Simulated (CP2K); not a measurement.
Si2Ni: equation of state with PBEsol

Crystal: Si2Ni.

```
CELL_PARAMETERS angstrom
3.82262 0.00000 0.00000
1.91131 3.31049 0.00000
1.91131 1.10350 3.12116
ATOMIC_POSITIONS crystal
Ni 0.00000 0.00000 0.00000
Si 0.75000 0.75000 0.75000
Si 0.25000 0.25000 0.25000
```

```json
{
  "Program": "CP2K 2026.2",
  "Task": "equation of state",
  "Functional": "PBEsol",
  "Potentials or basis": "GTH_POTENTIALS Ni GTH-PBE-q18; POTENTIAL_UZH Si GTH-PBE-q4; TZVP-MOLOPT-SR-GTH, TZVP-MOLOPT-PBE-GTH basis",
  "Density cutoff": "8163 eV",
  "k mesh": "9 × 9 × 9",
  "Occupations": "fermi-dirac, width 0.05 eV",
  "Spin": "collinear spin, ferromagnetic start",
  "Starting moments": "[1.0, 0.0, 0.0] μB",
  "SCF solver": "diagonalisation with k points",
  "Quickstep method": "GPW",
  "EPS_DEFAULT": "1.0E-9",
  "EPS_SCF": "1.0E-6",
  "MAX_SCF": "150",
  "SCF_GUESS": "ATOMIC",
  "k points reduced by the point group": "yes",
  "Mesh centred on Gamma": "yes",
  "CHOLESKY": "OFF",
  "EPS_EIGVAL": "1.0E-7",
  "MIXING METHOD": "PULAY_MIXING",
  "MIXING ALPHA": "0.4",
  "NBUFFER": "6",
  "NGRIDS": "4",
  "Basis sets": "Ni TZVP-MOLOPT-SR-GTH-q18, Si TZVP-MOLOPT-PBE-GTH-q4",
  "Potentials": "Ni GTH-PBE-q18 of GTH_POTENTIALS, Si GTH-PBE-q4 of POTENTIAL_UZH",
  "MULTIPLICITY of the start": "3",
  "ADDED_MOS": "[15, 17]",
  "REL_CUTOFF (Ry)": "60 Ry",
  "MIXING BETA (1/bohr)": "1.5 1/bohr",
  "CUTOFF of the grids": "600 Ry"
}
```

- Equilibrium volume: 13.20 Å³/atom
- Bulk modulus: 153 GPa
- Pressure derivative of the bulk modulus: 3.8

Energy against volume, from the lowest point:
```csv
volume (Å³/atom),energy (meV/atom)
12.376,27.31
12.639,12.22
12.902,3.29
13.166,0.00
13.429,1.78
13.692,8.19
13.956,18.84
```

All runs of the series together: 13 min on 1 thread of Arm Neoverse V2, with other jobs on the host.

Caveat: the potentials were made for another functional, which shifts forces and pressure; the basis of atomic orbitals isn't converged, which shifts pressures, moduli and gaps.
